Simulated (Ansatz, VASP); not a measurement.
# WS2 (Tungstenite): VASP beside Ansatz

```xyz
6
Lattice="3.2218 0.0000 0.0000 -1.6109 2.7902 0.0000 0.0000 0.0000 12.6645" Properties=species:S:1:pos:R:3 pbc="T T T"
W     1.6109    0.9301    9.4984
W     0.0000    1.8601    3.1661
S     1.6109    0.9301    4.7492
S     0.0000    1.8601   11.0814
S     1.6109    0.9301    1.5831
S     0.0000    1.8601    7.9153
```

Alike in both runs: task single point; functional PBE; k mesh 10 × 10 × 3; occupations fermi-dirac, width 0.05 eV; no spin polarisation.

|  | VASP | Ansatz |
| --- | --- | --- |
| version | VASP 6.6.1 | Ansatz 0.2.0 |
| potentials or method | VASP PAW PBE potentials, release 64 (W_sv, S) | Ansatz PAW |
| plane-wave cutoff (eV) | 520 | 420 |
| valence electrons in the cell | 52 | 52 |

|  | VASP | Ansatz | Ansatz less VASP |
| --- | --- | --- | --- |
| gap on the k mesh at the Fermi level (eV) | 1.16 | 1.15 | -0.014 |
| least direct gap on the mesh (eV) | 1.98 | 1.98 | -0.002 |
| pressure (GPa) | -3.7 | -3.6 | +0.04 |
| largest component of the traceless stress (GPa) | 0.83 | 0.82 | -0.008 |
| rms of the force components (eV/Å) | 0.245 | 0.246 | +0.0010 |

Atom by atom the forces differ by 0.001 eV/Å (rms over components).

Caveats: spin-orbit coupling is left out, which moves the levels of the heavy elements; this functional lacks dispersion, which binds the layers, so the pressure and a relaxed spacing across them are unreliable; an odd mesh through Γ misses points on the zone boundary, where band edges often lie (VASP); odd divisions of the mesh miss points on the zone boundary, where band edges often lie, so the gap on the mesh can be too wide (Ansatz). A hybrid or GW would open this gap; PBE tends to underestimate it.
